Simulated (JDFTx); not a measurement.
**SrO under changes of volume**

One of the cells (16.901 Å³/atom); the others are scaled copies at fixed shape and fractional positions:

```
Sr O
1.0
     0.00000    2.56630    2.56630
     2.56630    0.00000    2.56630
     2.56630    2.56630    0.00000
Sr O
1 1
Direct
  0.50000 0.50000 0.50000
  0.00000 0.00000 0.00000
```

```yaml
Program: JDFTx 1.7.0 (patched build)
Functional: PBEsol
Potentials_or_basis: PseudoDojo-SR-PBEsol-0.4.1-standard with smoothed tails
Cutoff: 1143 eV
Density_cutoff: 9143 eV
k_mesh: 9 × 9 × 9
Occupations: fermi-dirac, width 0.05 eV
Spin: no spin polarisation
```

```csv
volume (Å³/atom),energy over the lowest point (meV/atom),pressure (GPa),gap on the mesh (eV)
15.887,14.72,5.7,3.22
16.225,5.19,3.3,3.24
16.563,0.45,1.2,3.25
16.901,0.00,-0.8,3.27
17.239,?,?,?
17.577,10.19,-4.0,3.29
17.915,20.07,-5.4,3.29
```

Task: What does the run at 17.239 Å³/atom give?

Result: Energy over the lowest point 3.38 meV/atom; pressure -2.5 GPa; gap on the mesh 3.28 eV.

Worked out: A Birch-Murnaghan fit of order 3 (a polynomial in V^(-2/3)) to the other rows has its minimum at 16.77 Å³/atom with B0 = V·E''(V) = 94 GPa and B' = 4.5. It gives 3.38 meV/atom at 17.239 Å³/atom, against the run's 3.38, and -dE/dV = -2.4 GPa, against -2.5. A straight line through the other rows of the gap, of slope 0.598 eV per unit of ln V, gives 3.27 eV, against the run's 3.28.

Energies are extrapolated to zero smearing.

Caveats: an odd mesh through Γ misses points on the zone boundary, where band edges often lie. Spin-orbit coupling on Sr is left out.
